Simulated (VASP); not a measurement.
# CdS in VASP: one cell, several levels of theory, part 2 of 2

VASP 6.6.1, plane waves, PAW. The steps go on from the part before.

**3. Single point with r2SCAN**

INCAR

```
ENCUT = 520.000000
SIGMA = 0.010000
EDIFF = 1.00e-07
ALGO = Normal
METAGGA = R2SCAN
PREC = Accurate
IBRION = -1
ISIF = 2
ISMEAR = 0
NBANDS = 16
NELM = 120
NSW = 0
LASPH = .TRUE.
LCHARG = .TRUE.
LELF = .TRUE.
LWAVE = .FALSE.
LREAL = .FALSE.
```

KPOINTS

```
KPOINTS created by Atomic Simulation Environment
0
Gamma
8 8 8
0 0 0
```

KPOINTS_OPT

```
special points
6
Reciprocal
0.0000000000 0.0000000000 0.0000000000 1
-0.5000000000 -0.5000000000 0.0000000000 1
-0.3750000000 -0.3750000000 0.2500000000 1
-0.3750000000 0.0000000000 0.3750000000 1
0.0000000000 0.0000000000 0.5000000000 1
-0.5000000000 -0.2500000000 0.2500000000 1
```

POSCAR

```
Cd S
 1.0000000000000000
     0.0000000000000000    2.8216462493000001    3.1054065889000002
     2.8216462493000001    0.0000000000000000    3.1054065889000002
     2.8216462493000001    2.8216462493000001    0.0000000000000000
 Cd  S
   1   1
Cartesian
  0.0000000000000000  0.0000000000000000  0.0000000000000000
  1.4108231246499998  1.4108231246499998  1.5527032944500001
```

Command:

```
> mpirun -np 1 vasp_std
```

Printed to the terminal (iteration lines stand in OSZICAR):

```text
POSCAR found type information on POSCAR CdS
 POSCAR found :  2 types and       2 ions
 -----------------------------------------------------------------------------
|                                                                             |
|                                                                             |
|     You enforced a specific xc type in the INCAR file but a different       |
|     I HOPE YOU KNOW WHAT YOU ARE DOING!                                     |
|                                                                             |
 -----------------------------------------------------------------------------

 LDA part: xc-table for (None), standard interpolation
 POSCAR, INCAR and KPOINTS ok, starting setup
 FFT: planning ... GRIDC
 FFT: planning ... GRID_SOFT
 FFT: planning ... GRID
 WAVECAR not read
 entering main loop
 Start KPOINTS_OPT (optional k-point list driver)
k-point batch [1-6\6]
```

OSZICAR:

```text
N       E                     dE             d eps       ncg     rms          rms(c)
DAV:   1     0.835655308842E+02    0.83566E+02   -0.93247E+03  1920   0.105E+03
DAV:   2    -0.304480552532E+02   -0.11401E+03   -0.10720E+03  2280   0.257E+02
DAV:   3    -0.348195584666E+02   -0.43715E+01   -0.43631E+01  2360   0.532E+01
DAV:   4    -0.348448857695E+02   -0.25327E-01   -0.25325E-01  2440   0.400E+00
DAV:   5    -0.348452135906E+02   -0.32782E-03   -0.32782E-03  2424   0.421E-01    0.784E+00
DAV:   6    -0.296739432811E+02    0.51713E+01   -0.31618E+00  1976   0.265E+01    0.902E+00
DAV:   7    -0.296406140873E+02    0.33329E-01   -0.29917E-01  2384   0.555E+00    0.549E+00
DAV:   8    -0.296538563425E+02   -0.13242E-01   -0.60462E-02  2208   0.271E+00    0.122E+00
DAV:   9    -0.296575499876E+02   -0.36936E-02   -0.54894E-03  2472   0.641E-01    0.174E-01
DAV:  10    -0.296577557796E+02   -0.20579E-03   -0.21832E-03  2368   0.468E-01    0.160E-01
DAV:  11    -0.296576991541E+02    0.56626E-04   -0.13899E-04  2216   0.170E-01    0.939E-02
DAV:  12    -0.296576830019E+02    0.16152E-04   -0.15256E-04  2344   0.138E-01    0.422E-02
DAV:  13    -0.296576818637E+02    0.11382E-05   -0.37140E-06  2208   0.269E-02    0.550E-03
DAV:  14    -0.296576815914E+02    0.27236E-06   -0.28055E-07  2504   0.541E-03    0.202E-03
DAV:  15    -0.296576815553E+02    0.36083E-07   -0.26704E-08  1328   0.157E-03
   1 F= -.29657682E+02 E0= -.29657682E+02  d E =-.147875E-32
       N       E                     dE             ncg
DAV:   1     0.190481024751E+04   -0.31974E+04      216
DAV:   2     0.129647582331E+04   -0.60833E+03      232
DAV:   3     0.127466719649E+04   -0.21809E+02      272
DAV:   4     0.127455404066E+04   -0.11316E+00      208
DAV:   5     0.127455250031E+04   -0.15403E-02      272
DAV:   6     0.127455247074E+04   -0.29573E-04      224
DAV:   7     0.127455247004E+04   -0.69881E-06      272
DAV:   8     0.127455247003E+04   -0.16569E-07      176
```

From OUTCAR:

```text
k-points           NKPTS =     59   k-points in BZ     NKDIM =     59   number of bands    NBANDS=     16

   NELECT =      18.0000    total number of electrons

   dimension x,y,z NGX =    32 NGY =   32 NGZ =   30
   dimension x,y,z NGXF=    64 NGYF=   64 NGZF=   60

  energy-cutoff  :      520.00
  volume of cell :       49.45
      direct lattice vectors                 reciprocal lattice vectors
     0.000000000  2.821646249  3.105406589    -0.177201518  0.177201518  0.161009512
     2.821646249  0.000000000  3.105406589     0.177201518 -0.177201518  0.161009512
     2.821646249  2.821646249  0.000000000     0.177201518  0.177201518 -0.161009512

 k-points in reciprocal lattice and weights: KPOINTS created by Atomic Simulation Env
   0.00000000  0.00000000  0.00000000       0.002
   0.12500000  0.00000000  0.00000000       0.016
   0.25000000  0.00000000  0.00000000       0.016
   0.37500000  0.00000000  0.00000000       0.016
   0.50000000  0.00000000  0.00000000       0.008
   0.12500000  0.12500000  0.00000000       0.004
   0.25000000  0.12500000  0.00000000       0.016
   0.37500000  0.12500000  0.00000000       0.016
[... 51 more k-points ...]

 E-fermi :   1.2599

 k-point     1 :       0.0000    0.0000    0.0000
  band No.  band energies     occupation
      1     -11.8007      2.00000
      2      -6.9396      2.00000
      3      -6.8705      2.00000
      4      -6.8705      2.00000
      5      -6.4057      2.00000
      6      -6.3740      2.00000
      7       0.8288      2.00000
      8       1.1794      2.00000
      9       1.1794      2.00000
     10       2.6484      0.00000
     11       8.2021      0.00000
     12       8.2074      0.00000
     13       8.2074      0.00000
     14      12.0789      0.00000
     15      13.1850      0.00000
     16      13.7941      0.00000

 k-point     2 :       0.1250    0.0000    0.0000
  band No.  band energies     occupation
      1     -11.7366      2.00000
      2      -6.9076      2.00000
      3      -6.8468      2.00000
      4      -6.8252      2.00000
      5      -6.4011      2.00000
      6      -6.3788      2.00000
      7       0.0562      2.00000
      8       0.8318      2.00000
      9       1.0728      2.00000
     10       3.4583      0.00000
     11       7.8121      0.00000
     12       8.4292      0.00000
     13       8.4470      0.00000
     14      11.7178      0.00000
     15      13.0030      0.00000
     16      13.7246      0.00000

 k-point     3 :       0.2500    0.0000    0.0000
  band No.  band energies     occupation
      1     -11.5807      2.00000
      2      -6.8506      2.00000
      3      -6.7934      2.00000
      4      -6.6420      2.00000
      5      -6.3848      2.00000
      6      -6.3767      2.00000
      7      -1.4309      2.00000
      8       0.5065      2.00000
      9       0.8326      2.00000
     10       4.2889      0.00000
     11       7.6450      0.00000
     12       8.6918      0.00000
     13       8.8886      0.00000
     14      11.8184      0.00000
     15      12.4705      0.00000
     16      13.1958      0.00000

 k-point     4 :       0.3750    0.0000    0.0000
  band No.  band energies     occupation
      1     -11.4246      2.00000
      2      -6.8139      2.00000
      3      -6.7485      2.00000
      4      -6.3796      2.00000
      5      -6.3784      2.00000
      6      -6.2457      2.00000
      7      -2.7629      2.00000
      8       0.2143      2.00000
      9       0.6110      2.00000
     10       4.4766      0.00000
     11       8.1365      0.00000
     12       8.8169      0.00000
     13       9.0163      0.00000
     14      12.3246      0.00000
     15      13.1022      0.00000
     16      13.5230      0.00000

 k-point     5 :       0.5000    0.0000    0.0000
  band No.  band energies     occupation
      1     -11.3604      2.00000
      2      -6.8033      2.00000
      3      -6.7335      2.00000
      4      -6.3730      2.00000
      5      -6.3383      2.00000
      6      -6.0084      2.00000
      7      -3.3776      2.00000
      8       0.0978      2.00000
      9       0.5233      2.00000
     10       4.4553      0.00000
     11       8.2962      0.00000
     12       8.9778      0.00000
     13       9.0445      0.00000
     14      12.5825      0.00000
     15      14.0376      0.00000
     16      14.3737      0.00000

 k-point     6 :       0.1250    0.1250    0.0000
  band No.  band energies     occupation
      1     -11.7242      2.00000
      2      -6.8897      2.00000
      3      -6.8257      2.00000
      4      -6.8257      2.00000
      5      -6.4239      2.00000
      6      -6.3649      2.00000
      7      -0.1199      2.00000
      8       0.8745      2.00000
      9       0.8745      2.00000
     10       3.6537      0.00000
     11       7.6027      0.00000
     12       8.7074      0.00000
     13       8.7074      0.00000
     14      10.6642      0.00000
     15      13.8641      0.00000
     16      14.1073      0.00000

 k-point     7 :       0.2500    0.1250    0.0000
  band No.  band energies     occupation
      1     -11.6051      2.00000
      2      -6.8332      2.00000
      3      -6.7709      2.00000
      4      -6.7031      2.00000
      5      -6.4283      2.00000
      6      -6.3603      2.00000
      7      -1.1283      2.00000
      8       0.4594      2.00000
      9       0.5818      2.00000
     10       4.5315      0.00000
     11       7.3547      0.00000
     12       8.6630      0.00000
     13       9.2452      0.00000
     14      10.7023      0.00000
     15      13.4712      0.00000
     16      14.5716      0.00000

 k-point     8 :       0.3750    0.1250    0.0000
  band No.  band energies     occupation
      1     -11.4491      2.00000
      2      -6.7978      2.00000
      3      -6.7208      2.00000
      4      -6.4276      2.00000
      5      -6.3646      2.00000
      6      -6.3596      2.00000
      7      -2.3483      2.00000
      8      -0.0395      2.00000
      9       0.3701      2.00000
     10       5.0879      0.00000
     11       7.5242      0.00000
     12       8.6450      0.00000
     13       9.4963      0.00000
     14      11.9236      0.00000
     15      13.6485      0.00000
     16      13.7677      0.00000

 k-point     9 :       0.5000    0.1250    0.0000
  band No.  band energies     occupation
      1     -11.3486      2.00000
      2      -6.7845      2.00000
      3      -6.7026      2.00000
      4      -6.3688      2.00000
      5      -6.3675      2.00000
      6      -6.0230      2.00000
      7      -3.2009      2.00000
      8      -0.3986      2.00000
      9       0.3466      2.00000
     10       5.1552      0.00000
     11       7.6817      0.00000
     12       9.1913      0.00000
     13       9.3561      0.00000
     14      13.1162      0.00000
     15      13.8648      0.00000
     16      14.1503      0.00000

 k-point    10 :      -0.3750    0.1250    0.0000
  band No.  band energies     occupation
      1     -11.3608      2.00000
      2      -6.7860      2.00000
      3      -6.7178      2.00000
      4      -6.3904      2.00000
      5      -6.3850      2.00000
      6      -6.0499      2.00000
      7      -3.0192      2.00000
      8      -0.4897      2.00000
      9       0.5202      2.00000
     10       5.1265      0.00000
     11       8.0076      0.00000
     12       8.6539      0.00000
     13       9.2145      0.00000
     14      12.8984      0.00000
     15      13.0032      0.00000
     16      14.9508      0.00000

 k-point    11 :      -0.2500    0.1250    0.0000
  band No.  band energies     occupation
      1     -11.4791      2.00000
      2      -6.8100      2.00000
      3      -6.7634      2.00000
      4      -6.5425      2.00000
      5      -6.4065      2.00000
      6      -6.2752      2.00000
      7      -1.9452      2.00000
      8      -0.2715      2.00000
      9       0.8031      2.00000
     10       4.9779      0.00000
     11       7.4455      0.00000
     12       8.6390      0.00000
     13       9.0670      0.00000
     14      11.8576      0.00000
     15      12.9730      0.00000
     16      13.9455      0.00000

 k-point    12 :      -0.1250    0.1250    0.0000
  band No.  band energies     occupation
      1     -11.6351      2.00000
      2      -6.8648      2.00000
      3      -6.8194      2.00000
      4      -6.7378      2.00000
      5      -6.3983      2.00000
      6      -6.3625      2.00000
      7      -0.6967      2.00000
      8       0.2244      2.00000
      9       1.0391      2.00000
     10       4.2570      0.00000
     11       7.2290      0.00000
     12       8.6763      0.00000
     13       8.8943      0.00000
     14      11.9924      0.00000
     15      12.4316      0.00000
     16      14.0018      0.00000

[... the tables of k-points 13 to 59 left out ...]

  Total        0.7516206      0.7516206      0.1133087      0.0000000      0.0000000      0.0000000
  in kB       24.3531800     24.3531800      3.6713024      0.0000000      0.0000000      0.0000000
  external PRESSURE =      17.4592208 kB  Pullay stress =       0.0000000 kB

 POSITION                                       TOTAL-FORCE (eV/Angst)
 -----------------------------------------------------------------------------------
      0.00000      0.00000      0.00000        -0.000000     -0.000000     -0.000000
      1.41082      1.41082      1.55270         0.000000      0.000000      0.000000
 -----------------------------------------------------------------------------------
    total drift:                               -0.000000     -0.000000     -0.000046

  FREE ENERGIE OF THE ION-ELECTRON SYSTEM (eV)
  ---------------------------------------------------
  free  energy   TOTEN  =       -29.6576815553 eV

  energy  without entropy=      -29.6576815553  energy(sigma->0) =      -29.65768156
```

Hardware: 1 MPI rank of Intel Xeon Platinum 8488C, shared host.

The levels at the points of KPOINTS_OPT are read from vasprun.xml.

Near the gap, in eV above the top of the last filled band v; c is the band after it:

```
point    v−1      v     c   c+1
    Γ   0.00   0.00  1.47  7.02
    X  -1.75  -1.75  4.03  5.21
    U  -2.70  -1.40  4.92  6.06
    K  -2.67  -1.78  4.30  5.63
    L  -1.08  -0.66  3.28  7.12
    W  -2.42  -2.29  5.78  5.92
```

r2SCAN gives a direct gap of 1.47 eV at Γ. Pressure: 1.75 GPa; the forces vanish within 0.01 eV/Å.

The maps below are laid out on this run's own conventional cell (a, b, c = 3.990, 3.990, 6.211 Å).

Density in a lattice plane of the grid's cell (edges 3.99 and 6.21 Å, at 0.000 of the third edge), which holds Cd and S.

Ten even steps from '0' (-0.17 e/Å³) to '9' (10.00 e/Å³):
```
7531000000000135
3210000000000012
0000000000000000
0000000000000000
0000000000000000
0000000000000000
0000000000000000
0000000000000000
0000000000000000
0000000000000000
0000000000000000
0000000000000000
0000000111000000
0000001000100000
0000011000110000
0000011101110000
0000001111100000
3210000000000012
7531000000000135
9841000000000148
```
Columns run along the first of these edges and rows up along the second, over one cell in 16 and 20 even steps from the bottom left corner. Atoms in the plane (fractional): Cd at (0.00, 0.00), S at (0.50, 0.25).

ELF in the same plane.

Ten even steps from '0' (0.00) to '9' (0.88):
```
0013211111112310
1123210000012321
2222110000011222
1111100000001111
0000000000000000
0000000000000000
0000000000000000
0000000000000000
0000000111000000
0000123343321000
0001356777653100
0013678999876310
0026899999998620
0137998656899731
0137998424899731
1125999757999521
2222699999996222
1122268999862221
0012125777522210
0002212343212200
```
Columns run along the first of these edges and rows up along the second, over one cell in 16 and 20 even steps from the bottom left corner. Atoms in the plane (fractional): Cd at (0.00, 0.00), S at (0.50, 0.25).

Both are smooth fields of the valence electrons: close to the nuclei they are not physical.

Maxima of ELF outside the ion cores: 0.88 in the shell around S, 0.8 Å from S.

**4. Results**

What follows sums up all 2 parts.

| level | gap (eV) | pressure (GPa) | Ansatz: gap (eV) | Ansatz: pressure (GPa) |
| --- | --- | --- | --- | --- |
| PBE | 1.03 | 3.16 | 1.02 | 2.80 |
| r2SCAN | 1.47 | 1.75 | 1.47 | 1.40 |

In words: The gap spans 1.03 eV (PBE) to 1.47 eV (r2SCAN). The pressure is highest with PBE (3.2 GPa) and lowest with r2SCAN (1.7 GPa), which orders the cells that they would relax to. The two programs agree on the gap within 0.01 eV, far less than the spread between functionals. Datasets and cutoffs are each program's own. VASP's cell holds 18 valence electrons and Ansatz's 26.
